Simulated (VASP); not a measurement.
Runs of VASP 6.6.1 on ZnSe (Stilleite). The structure is cubic, space group F-43m (No. 216). The conventional cell has a = 5.668 Å, b = 5.668 Å, c = 5.668 Å, α = 90.00°, β = 90.00°, γ = 90.00°. Se (site symmetry -43m) has 4 Zn at 2.45 Å as nearest neighbours. Zn (site symmetry -43m) has 4 Se at 2.45 Å as nearest neighbours. 

```csv
task,level,spin,cell,k mesh,cutoff (eV),smearing,grid for exact exchange (PRECFOCK),exchange at q = 0,mesh quality,gap on the mesh (eV),pressure (GPa)
single point,PBE,off,as given,8 × 8 × 8,520,gaussian 0.014 eV,-,-,not flagged,1.29,2.4
band structure,PBE0,off,as given,4 × 4 × 4,520,fermi-dirac 0.05 eV,Fast,truncated,coarse,(a),1.2
relaxation of cell and atoms,PBE0,off,relaxed,4 × 4 × 4,600,fermi-dirac 0.05 eV,Fast,default,coarse,3.05,0.0
single point,PBE0,"SOC, no magnetisation",as given,4 × 4 × 4,520,fermi-dirac 0.05 eV,Fast,truncated,coarse,-,1.2
```

Alike in all rows: potentials or basis VASP PAW PBE potentials, release 64 (Se, Zn).

Q: Estimate the missing entries.

A: (a) 3.11.

Caveats: some runs use coarse meshes; the PAW data sets were made with another functional, which shifts forces and pressure a little (some runs).

A k mesh can miss the band edges, and rows without SOC leave out spin-orbit coupling on Se.
